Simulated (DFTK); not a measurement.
**Al: equation of state with PBEsol**

**Measured values to compare with.**

From “The interpretation of polycrystalline coherent inelastic neutron scattering from aluminium”, 2013, pmc:3831299, for a bulk crystal of Al: bulk modulus 76.9 GPa.

The system is Al.

```
CELL_PARAMETERS angstrom
0.00000 2.02481 2.02481
2.02481 0.00000 2.02481
2.02481 2.02481 0.00000
ATOMIC_POSITIONS crystal
Al 0.00000 0.00000 0.00000
```

```
Program                      : DFTK 0.8.2
Task                         : equation of state
Functional                   : PBEsol
Potentials or basis          : dojo.nc.sr.pbesol.v0_4_1.standard.upf (PBEsol)
Cutoff                       : 544 eV
k mesh                       : 11 × 11 × 11
Occupations                  : fermi-dirac, width 0.05 eV
Spin                         : no spin polarisation
Valence electrons            : Al 3
Volume scales                : [0.94, 0.96, 0.98, 1.0, 1.02, 1.04, 1.06]
SCF tolerance on the density : 1e-06
```

The equilibrium volume is 16.18 Å³/atom, the bulk modulus is 84 GPa and the pressure derivative of the bulk modulus is 4.5.

Energy against volume, from the lowest point:
```tsv
volume (Å³/atom)	energy (meV/atom)
15.607	5.53
15.939	0.83
16.271	0.00
16.603	2.65
16.935	8.40
17.267	16.94
17.599	27.94
```

It took 83 s on 1 thread of Intel(R) Xeon(R) 6975P-C (Granite Rapids), with other jobs on the host, peak memory 1.4 GiB.

Measured bulk modulus of Al: 76.9 GPa (quoted in “The interpretation of polycrystalline coherent inelastic neutron scattering from aluminium”, 2013, pmc:3831299). This calculation gives 84 GPa (+9.3 %). The fit is for a static lattice scaled at fixed shape and fixed fractional positions. The cell as given is a measured one (16.60 Å³/atom); PBEsol puts the equilibrium volume -2.6 % from it, thermal expansion not counted.
